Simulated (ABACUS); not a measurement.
The system is LiF (Griceite).

```
CELL_PARAMETERS angstrom
0.00000 2.01400 2.01400
2.01400 0.00000 2.01400
2.01400 2.01400 0.00000
ATOMIC_POSITIONS crystal
F 0.50000 0.50000 0.50000
Li 0.00000 0.00000 0.00000
```

* Program: ABACUS 3.10.1
* Task: single point
* Functional: PBE
* Potentials or basis: PseudoDojo NC SR 0.4.1 PBE standard
* Cutoff: 1143 eV
* Density cutoff: 4572 eV
* Basis: plane waves
* k mesh: 11 × 11 × 11
* Occupations: fermi-dirac, width 0.05 eV
* Spin: no spin polarisation

On this cell: pressure 1.7 GPa; largest force zero by symmetry; band gap on the k mesh 9.11 eV, direct.

The same run follows on a disturbed copy (atoms moved at random, drawn with an rms of 0.05 Å):

```
CELL_PARAMETERS angstrom
0.00000 2.01400 2.01400
2.01400 0.00000 2.01400
2.01400 2.01400 0.00000
ATOMIC_POSITIONS crystal
F 0.51469 0.47986 0.52021
Li 0.01018 0.99935 0.01060
```

What changes?

The energy moves by +0.8 meV/atom; pressure 1.9 GPa; largest force 0.073 eV/Å; band gap on the k mesh 9.11 eV, direct.

Forces in eV/Å, atoms in the order of the input:
```
F    0.031 -0.045  0.048
Li  -0.031  0.045 -0.048
```

Caveats: an odd mesh through Γ misses points on the zone boundary, where band edges often lie.
